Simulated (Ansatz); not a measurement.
Clusters are cut from relaxed bulk Ge (Fd-3m, 23.90 Å³/atom, gap on the mesh 0.00 eV) and relaxed in a periodic box with vacuum; the excess energy counts from that bulk. Caps count from half an H2 molecule.

Computed with DFT PBE, scalar-relativistic, plane waves, PAW (Ansatz 0.2.0).

Cutoff 420 eV, Gaussian smearing of 0.05 eV, energies at zero smearing, symmetry of each start kept, no spin polarisation.

```csv
start,atoms,k mesh,excess energy (eV per host atom),gap on the mesh (eV),highest filled level or Fermi level under vacuum (eV)
"Ge4H10, sphere cut",14,1×1×1,0.421,5.25,6.76
"Ge5H12, cube cut",17,1×1×1,0.420,5.12,6.66
"Ge10H18, sphere cut",28,1×1×1,0.351,4.53,6.33
```

Each run keeps its start's symmetry and one magnetic start, so lower states can exist.

Cost: 3 runs of about 9.9 core-minutes in all, on Arm Neoverse V1 (shared hosts).